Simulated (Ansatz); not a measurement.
Crystal: HfB2.

```
CELL_PARAMETERS angstrom
3.14000 0.00000 0.00000
-1.57000 2.71932 0.00000
0.00000 0.00000 3.48000
ATOMIC_POSITIONS crystal
Hf 0.00000 0.00000 0.00000
B 0.66667 0.33333 0.50000
B 0.33333 0.66667 0.50000
```

| Property | Result |
| --- | --- |
| Program | Ansatz 0.2.0 |
| Task | relaxation of cell and atoms |
| Functional | PBE |
| Potentials or basis | Ansatz PAW |
| Cutoff | 420 eV (not typed: the program's choice for these potentials) |
| k mesh | 10 × 10 × 8 |
| Occupations | fermi-dirac, width 0.05 eV |
| Spin | no spin polarisation |
| Hubbard terms | Hf d U = 8 eV |

At the start: volume 9.90 Å³/atom.

Problem. Where does the relaxation end?

Solution. It ends after 7 steps and the volume is 10.38 Å³/atom (+4.8 %); space group P6/mmm (No. 191, to 0.05 Å).

Step by step:
```tsv
step	energy change (eV)	largest force (eV/Å)	volume (Å³)
1	0.0000	0.0000	29.71
2	-0.0496	0.0000	31.50
3	-0.0557	0.0000	31.20
4	-0.0559	0.0000	31.12
5	-0.0580	0.0000	31.12
6	-0.0580	0.0000	31.13
7	-0.0580	0.0000	31.13
```

Final structure:
```xyz
3
Lattice="3.1590 0.0000 0.0000 -1.5795 2.7357 0.0000 0.0000 0.0000 3.6026" Properties=species:S:1:pos:R:3 pbc="T T T"
Hf    0.0000    0.0000    0.0000
B     1.5795    0.9119    1.8013
B     0.0000    1.8238    1.8013
```

Caveat: the plane-wave basis is chosen anew once the cell has moved, so the energies of steps on either side of that aren't comparable; U without spin polarisation on a metal has little footing; the U is typed as a test and isn't derived for this compound.
